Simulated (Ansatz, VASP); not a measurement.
**TaSi2 in VASP and in Ansatz**

The input INCAR:

```
SYSTEM = TaSi2
PREC = Accurate
ENCUT = 600
EDIFF = 1E-6
ISMEAR = -1
SIGMA = 0.05
LREAL = .FALSE.
LASPH = .TRUE.
NELM = 60
ALGO = Fast
ISIF = 3
LWAVE = .FALSE.
LCHARG = .FALSE.
GGA = PE
IBRION = 2
NSW = 40
EDIFFG = -0.01
```

The input KPOINTS:

```
regular mesh
0
G
  5 5 3
  0 0 0
```

The input POSCAR:

```
TaSi2
1.0
    4.7800000000      0.0000000000      0.0000000000
   -2.3900000000      4.1396014301      0.0000000000
    0.0000000000      0.0000000000      6.5640000000
Ta Si
3 6
Direct
    0.0000000000      0.5000000000      0.1666666667
    0.5000000000      0.5000000000      0.8333333333
    0.5000000000      0.0000000000      0.5000000000
    0.3333000000      0.1666500000      0.1666666667
    0.1666500000      0.8333500000      0.8333333333
    0.8333500000      0.6667000000      0.5000000000
    0.6667000000      0.8333500000      0.1666666667
    0.8333500000      0.1666500000      0.8333333333
    0.1666500000      0.3333000000      0.5000000000
```

input.yaml

```yaml
crystal:
  lattice:
    - [4.78, 0.0, 0.0]
    - [-2.39, 4.1396014301, 0.0]
    - [0.0, 0.0, 6.564]
  atoms:
    - { symbol: Ta, position: [0.0, 0.5, 0.1666666667] }
    - { symbol: Ta, position: [0.5, 0.5, 0.8333333333] }
    - { symbol: Ta, position: [0.5, 0.0, 0.5] }
    - { symbol: Si, position: [0.3333, 0.16665, 0.1666666667] }
    - { symbol: Si, position: [0.16665, 0.83335, 0.8333333333] }
    - { symbol: Si, position: [0.83335, 0.6667, 0.5] }
    - { symbol: Si, position: [0.6667, 0.83335, 0.1666666667] }
    - { symbol: Si, position: [0.83335, 0.16665, 0.8333333333] }
    - { symbol: Si, position: [0.16665, 0.3333, 0.5] }
hamiltonian:
  xc: pbe
  pseudopotentials: { kind: paw }
kpoints:
  mp_grid: { grid: [5, 5, 3] }
scf:
  occupations: { method: fermi_dirac, width: 0.05 }
output:
  forces: true
  stress: true
  eigenvalues: true
  write_density: true
  write_potential: true
  elf: true
  volumetric_format: npy
relax:
  f_tol: 0.01
  max_steps: 40
  cell: { stress_tol: 0.05 }
```

Alike in both runs: task relaxation of cell and atoms; functional PBE; k mesh 5 × 5 × 3; occupations fermi-dirac, width 0.05 eV; no spin polarisation.

|  | VASP | Ansatz |
| --- | --- | --- |
| version | VASP 6.6.1 | Ansatz 0.2.0 |
| potentials or method | VASP PAW PBE potentials, release 64 (Ta_sv_GW, Si_GW) | Ansatz PAW |
| plane-wave cutoff (eV) | 600 | 420 |
| valence electrons in the cell | 63 | 63 |

|  | VASP | Ansatz | Ansatz less VASP |
| --- | --- | --- | --- |
| gap on the k mesh at the Fermi level, each at its own relaxed structure (eV) | none | none | - |
| relaxed volume (Å³/atom) | 14.67 | 14.67 | -0.001 |
| relaxed cell length with the largest relative difference (Å) | 6.579 | 6.578 | -0.0012 |
| energy change over the relaxation (meV/atom) | -20 | -20 | -0.1 |

A gap of «none» marks a metal or a gap that the smearing closes.

Caveats: the plane-wave basis is chosen anew once the cell has moved, so the energies of steps on either side of that aren't comparable (Ansatz). The runs have no spin-orbit coupling, so splittings on Ta are missing. PBE usually gives volumes a little too large and moduli too small. Zero-point motion and thermal expansion aren't in these numbers.
